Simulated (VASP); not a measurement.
Runs of VASP 6.6.1 on Si. It takes space group Fd-3m (No. 227, cubic). The conventional cell has a = 5.444 Å, b = 5.444 Å, c = 5.444 Å, α = 90.00°, β = 90.00°, γ = 90.00°. Si (site symmetry -43m) has 4 Si at 2.36 Å as nearest neighbours. 

```tsv
level	grid for exact exchange (PRECFOCK)	share of exact exchange	gap on the mesh (eV)	pressure (GPa)
TPSSh	Fast	-	(a)	0.4
HF	Fast	-	-	(b)
SCAN0	Fast	-	-	-1.3
PBE-EpsX	Normal	0.0711	(c)	1.3
r2SCANh	Normal	-	1.41	-0.1
```

Alike in all rows: task band structure; potentials or basis VASP PAW PBE potentials, release 64 (Si); no spin polarisation; cell as given; k mesh 4 × 4 × 4; cutoff (eV) 520; smearing fermi-dirac 0.05 eV; the mesh is coarse, so values aren't converged.

Task: Estimate the missing entries.

Result: (a) 1.33; (b) 2.8; (c) 1.09.

Caveats: all runs use coarse meshes; an unscreened hybrid on a path of extra k points without a Coulomb cutoff has errors near the mesh points, so the bands along the path aren't reliable; the PAW data sets were made with another functional, which shifts forces and pressure a little.

A k mesh can miss the band edges.

Runs at the PBE level aren't shown here.
